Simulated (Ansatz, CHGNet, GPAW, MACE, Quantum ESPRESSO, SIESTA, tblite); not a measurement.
# How far do other methods lie from plane waves? AlP(100) slab, H on both faces (108 atoms)

One geometry of AlP(100) slab, H on both faces (108 atoms) is solved by several programs and methods. How far do their forces lie from a plane-wave PBE run?

Results are calculated, not measured.

## (1) The cell

The cell holds 108 atoms (36 Al, 36 P and 36 H), with edges of 11.59, 11.59 and 21.29 Å. Recipe: zinc-blende AlP (a = 5.463 Å), (100) slab of 8 atomic planes, 3 x 3 surface cells, H on the broken bonds of both faces, 10 Å of vacuum; displaced by a Gaussian of 0.02 Å. Then every atom was moved at random, 0.03 Å r.m.s. a Cartesian component (hydrogen 0.6 of that).

## (2) The reference input

Quantum ESPRESSO 7.5: Kohn-Sham DFT, PBE, SSSP efficiency 1.3.0 pseudopotentials, plane waves. Its input, pw.in:

```
&control
  calculation = 'scf'
  pseudo_dir = './pseudo'
  outdir = './tmp'
  disk_io = 'none'
  tprnfor = .true.
/
&system
  ibrav = 0
  nat = 108
  ntyp = 3
  ecutwfc = 45
  ecutrho = 360
  nosym = .true.
  occupations = 'smearing'
  smearing = 'fd'
  degauss = 0.003675
/
&electrons
  conv_thr = 5.4e-07
  electron_maxstep = 100
  mixing_beta = 0.2
  mixing_mode = 'local-TF'
  diagonalization = 'david'
/
ATOMIC_SPECIES
Al 26.982 Al.upf
P 30.974 P.upf
H 1.008 H.upf
CELL_PARAMETERS angstrom
11.58877 0.00000 0.00000
0.00000 11.58877 0.00000
0.00000 0.00000 21.29230
ATOMIC_POSITIONS crystal
Al 0.26552 0.17018 0.33730
P 0.27054 0.33457 0.27348
Al 0.09947 0.33739 0.46346
P 0.10526 0.16650 0.39966
[... 102 atom lines left out ...]
H 0.87431 0.00208 0.76513
H 0.65227 0.99879 0.76325
K_POINTS gamma
```

```console
$ OMP_NUM_THREADS=1 mpirun -np 4 pw.x -in pw.in > output.txt
```

The job ended after 7.6 min (4 MPI ranks of Arm Neoverse V2, shared host; peak memory 6.7 GiB; 30 min of CPU time).

It converged with an r.m.s. force component of 0.65 eV/Å.

## (3) What was run beside it

- CHGNet: machine-learned potential, published weights.
- GPAW 26.7.0: PAW with atomic orbitals (LCAO), plane waves or a real-space grid of spacing h.
- MACE: machine-learned potential, published weights.
- tblite 0.8.0: extended tight binding, driven from Python.

All use the same cell and atoms, and the electronic-structure runs the same k-mesh.

## (4) Side by side

Differences are against the reference: forces as r.m.s. over components, share as that over the reference's r.m.s. force, slope as the fitted ratio of a run's forces to the reference's.

```
                                     run  Δ force, r.m.s. (meV/Å)  share (%)  slope  cores  CPU time  memory (GiB)
                               reference                        -          -      -      4    30 min           6.7
                  CHGNet 0.3.0 potential                      458       70.8  0.515      1     3.2 s          0.84
             GPAW LDA, LCAO dzp, h 0.2 Å                      167       25.9  1.085      1     5 min           1.9
            GPAW PBE, LCAO dzp, h 0.16 Å                      107       16.6  1.074      2   9.9 min           4.0
             GPAW PBE, LCAO dzp, h 0.2 Å                      108       16.7  1.075      1   5.3 min           1.9
GPAW PBE, LCAO sz(dzp), h 0.2 Å (coarse)                      818        127  1.505      1      93 s           1.5
            MACE MP-0b3 medium potential                      253       39.2  0.824      1     8.1 s          0.97
                         tblite GFN1-xTB                      621       96.0  0.762      1     7.5 s          0.16
```

Rows marked coarse were listed beforehand as settings not expected to be converged; some can still land near the reference.

Times of the machine-learned potentials are mostly Python's start and the loading of weights.

Runs without a result: SIESTA PBE, DZP, shift 0.01 Ry, mesh 300 Ry (cut off at its time limit); SIESTA PBE, DZP, shift 0.005 Ry, mesh 300 Ry (cut off at its time limit); SIESTA PBE, SZ, shift 0.01 Ry, mesh 300 Ry (cut off at its time limit); SIESTA LDA, DZP, shift 0.01 Ry, mesh 300 Ry (cut off at its time limit).

CPU time is summed over cores on shared hosts, so it is rough.

## (5) What came out

Forces lie from 17 % (GPAW PBE, LCAO dzp, h 0.16 Å) to 127 % (GPAW PBE, LCAO sz(dzp), h 0.2 Å, coarse) of the reference's r.m.s. force of 0.65 eV/Å away from it. The PBE runs in local orbitals, coarse settings apart, differ by 17 % in each run; basis, grid and potentials can all enter. Tight binding differs by 96 % (tblite GFN1-xTB); it is another model, with fitted parameters of its own, and the xTB methods hold dispersion. Machine-learned potentials differ by 39 % (MACE MP-0b3 medium potential) to 71 % (CHGNet 0.3.0 potential); they were trained on other programs' data. Among those trained on PBE data the slope goes as low as 0.52, with a correlation of 0.71, so directions differ as well as sizes.

Rows with another functional or a dispersion term differ by 26 % (GPAW LDA, LCAO dzp, h 0.2 Å), which mixes the change of model with differences of basis and potentials. Runs with settings chosen to be coarse differ by 127 % (GPAW PBE, LCAO sz(dzp), h 0.2 Å), their programs' other errors included. From GPAW PBE, LCAO dzp, h 0.2 Å to the finer GPAW PBE, LCAO dzp, h 0.16 Å the share goes from 16.7 to 16.6 %, so the grid isn't what parts these runs from the reference.

**Limits.** Periodic xTB results under one method name differ between programs and library versions. Machine-learned potentials mimic data converged in k, so the reference's own k-point error enters their differences. Caps of real hydrogen don't mimic the fractional bonds of a polar compound, so surface states and strained caps may belong to the model. The electronic-structure runs sample only Γ, in a cell whose shortest periodic width is 12 Å, which is coarse for a cell with partly filled levels. The reference's 45/360 Ry lie under the cutoffs that SSSP recommends for H (60/480 Ry). The slab repeats along its normal with no dipole correction. Where levels are smeared, the DFT runs use Fermi–Dirac occupations at 580 K (0.05 eV), and energies are free energies. The atoms were displaced at random, and shares hang on the size of the forces that this gives. The reference's cutoffs and mesh weren't converged further here.

[Logs are printed without paths, hosts, clocks, repeated set-up lines and the standing remarks that a program may print on its own settings, such as how far it seeks lower states.]

[Hosts, paths, dates, database ids (printed as entryN), source tags and the programs' standing remarks are cut or masked in the printed files.]

[Cells were taken only where this reference lay near another plane-wave run.]
